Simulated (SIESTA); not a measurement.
The system is Sn.

```
CELL_PARAMETERS angstrom
0.00000 3.23334 3.23334
3.23334 0.00000 3.23334
3.23334 3.23334 0.00000
ATOMIC_POSITIONS crystal
Sn 0.75000 0.75000 0.75000
Sn 0.50000 0.50000 0.50000
```

This isn't the form of Sn at room conditions, which is tetragonal (white tin).

Base run:

```yaml
Program: SIESTA 5.4.2
Functional: vdW-DF
Potentials_or_basis: PseudoDojo 0.4 standard (PBE files)
Basis: DZP (energy shift 0.003 Ry; two zetas on semicore shells)
Grid_cutoff: 500 Ry
Energy_shift: 0.003 Ry
k_mesh: 7 × 7 × 7
Occupations: fermi-dirac, width 0.05 eV
Spin: no spin polarisation
```

Its results: band gap on the k mesh none (metal or under the smearing width); pressure 6.4 GPa.

After a change of settings the same cell gave: band gap on the k mesh none (metal or under the smearing width); pressure 2.5 GPa. Which change was it?
A. functional from vdW-DF to VV10
B. functional from vdW-DF to optB88-vdW
C. functional from vdW-DF to LDA; potentials or basis from PseudoDojo 0.4 standard (PBE files) to PseudoDojo 0.4 standard (LDA files)
D. functional from vdW-DF to vdW-DF-cx

D.

Caveats: the potentials were made for another functional, which shifts forces and pressure; spin-orbit coupling is left out, which moves the levels of the heavy elements; the basis of atomic orbitals isn't converged, which shifts pressures, moduli and gaps.

Runs at the PBE level aren't shown here.
